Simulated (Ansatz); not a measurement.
# Elastic constants of AlN at 5 GPa (stress–strain coefficients): input and output

Computed with Ansatz, DFT PBEsol, scalar-relativistic, plane waves, PAW.

Launched with:
```bash
ansatz run input.yaml --threads 1 --pin off --max-ram 3072MiB --backend cpu --events-out ev --progress --plain --runs-dir out
```

Input (bare energies are in eV):
```yaml
crystal:
  lattice:
    - [3.0909674889, 0.0, 0.0]
    - [-1.5454837444, 2.6768563677, 0.0]
    - [0.0, 0.0, 4.9383070039]
  atoms:
    - { symbol: Al, position: [0.3333333333, 0.6666666667, 0.0012535265] }
    - { symbol: Al, position: [0.6666666667, 0.3333333333, 0.5012535265] }
    - { symbol: "N", position: [0.3333333333, 0.6666666667, 0.3837464735] }
    - { symbol: "N", position: [0.6666666667, 0.3333333333, 0.8837464735] }
basis:
  ecutwfc: 420
kpoints:
  mp_grid: { grid: [12, 12, 6] }
hamiltonian:
  xc: pbesol
scf:
  occupations: { method: fixed }
output:
  forces: true
  stress: true
  eigenvalues: true
  polarization: {}
elastic:
  mode: relaxed_ion
  stencil: two_point
```

From the output:
```
--- Elastic constants: 3 strain directions × 2 members + reference (group order 12) ---
  dense FFT box of the reference and of every strained cell: 24×24×36
  strains applied: 11, 33, 23; error gains: componentwise 1.00 (the most a stress slope's error grows in a printed constant), spectral 1.41 (1 for all six strains in a standard setting)
  C = ∂σ_k/∂η_j (tension-positive GPa; Voigt order 11 22 33 23 13 12):
       398.528    156.811    125.979     -0.000      0.000      0.000
       156.811    398.528    125.979     -0.000      0.000      0.000
       125.942    125.942    367.047      0.000     -0.000      0.000
         0.000     -0.000     -0.000    112.459     -0.000      0.000
         0.000     -0.000      0.000     -0.000    112.459     -0.000
        -0.000      0.000     -0.000     -0.000     -0.000    120.858
  reference stress σ⁰ (GPa):     -4.996     -4.996     -4.996     -0.000     -0.000      0.000
  C* (energy form; C + prestress term) asymmetry max|C*_kj − C*_jk| = 3.700e-2 GPa — a small one proves nothing (zero by symmetry where the batch's group is 432, −43m or m−3m); a large one is finite-difference/SCF noise where every solve ...
  moduli (Voigt/Reuss/Hill, GPa): K = 220.17/219.08/219.62   G = 119.51/119.02/119.27   E = 302.96   ν = 0.270
  mechanically stable: yes (min eigenvalue of sym C = 112.46 GPa)
  e, the proper piezoelectric tensor (elastic.mode: relaxed_ion; C/m²; rows x y z; Voigt order 11 22 33 23 13 12):
       0.00000   -0.00000    0.00000    0.00000   -0.40009    0.00000
       0.00000   -0.00000   -0.00000   -0.40009   -0.00000    0.00000
      -0.73145   -0.73145    1.81370    0.00000   -0.00000    0.00000
  ±, each entry's uncertainty from the finite density of the strings (C/m²), an estimate: the size of the correction for it that the entry includes:
       0.00000    0.00000    0.00000    0.00000    0.00136    0.00000
       0.00000    0.00000    0.00000    0.00136    0.00000    0.00000
       0.00003    0.00003    0.00535    0.00000    0.00000    0.00000
  the group's symmetry takes up to 1.1e-6 C/m² out of the measured responses: error of the strings' finite density and of the mesh across them, as far as it breaks the symmetry (raise kpoints.mp_grid and any string_points); the largest step ...
  strain η (Voigt 11):  stress-route row diagonal C_11 = 398.53 GPa, energy-path curvature d²(F+E_count+ΔE)/dδ²/Ω₀ = 398.73 GPa
         δ    σ_11 (GPa) F (eV) n_scf n_hpsi n_pw
    -2.000e-3      -5.7966       -1811.8988445      10   38222    811   relax 4 steps, max|allowed force component| 1.28e-6 eV/Å
     2.000e-3      -4.2025       -1811.9039548      10   39695    818   relax 5 steps, max|allowed force component| 4.67e-6 eV/Å
  strain η (Voigt 33):  stress-route row diagonal C_33 = 367.05 GPa, energy-path curvature d²(F+E_count+ΔE)/dδ²/Ω₀ = 367.48 GPa
         δ    σ_33 (GPa) F (eV) n_scf n_hpsi n_pw
    -2.000e-3      -5.7293       -1811.8988720      10   16912    811   relax 5 steps, max|allowed force component| 4.61e-8 eV/Å
     2.000e-3      -4.2611       -1811.9039581      10   16952    814   relax 5 steps, max|allowed force component| 1.02e-7 eV/Å
  strain η (Voigt 23):  stress-route row diagonal C_44 = 112.46 GPa, energy-path curvature d²(F+E_count+ΔE)/dδ²/Ω₀ = 115.02 GPa
         δ    σ_23 (GPa) F (eV) n_scf n_hpsi n_pw
    -2.000e-3      -0.2249       -1811.9015498      10   56784    812   relax 3 steps, max|allowed force component| 1.73e-5 eV/Å
     2.000e-3       0.2249       -1811.9015498      10   56783    812   relax 3 steps, max|allowed force component| 1.73e-5 eV/Å
--- Formal polarisation (Berry phase): one branch of a lattice of values; only differences between neighbouring runs are physical ---
  axis mesh electronic ionic p = total spread (rad) least overlap resolved gap  δp at fixed H ≤   (phases in cycles; p mod 1; gap in eV; gap and δp judge the states as solved, not the mesh's step, its ...
  b1    12×12×6         0.00000000     8.00000000     8.00000000      0.000000         0.9576        4.2913           1.3e-6
  b2    12×12×6         0.00000000     8.00000000     8.00000000      0.000000         0.9576        4.2913           1.3e-6
  b3    12×12×6        -0.14779378     7.84498589     7.69719211      0.022071         0.9476        4.2913           7.8e-7
  quantum along a1:   0.07564789 e/Å² =   121.201289 µC/cm²
  quantum along a2:   0.07564789 e/Å² =   121.201289 µC/cm²
  quantum along a3:   0.12085942 e/Å² =   193.638133 µC/cm²
  P = (  0.30259158,   0.52410399,   0.93027815) e/Å² = (  484.805157,   839.707163,  1490.469914) µC/cm²  (mod the quanta)
```

The run took 2.2 min on 1 thread of Intel(R) Xeon(R) 6975P-C (Granite Rapids), with other jobs on the host, peak memory 0.52 GiB.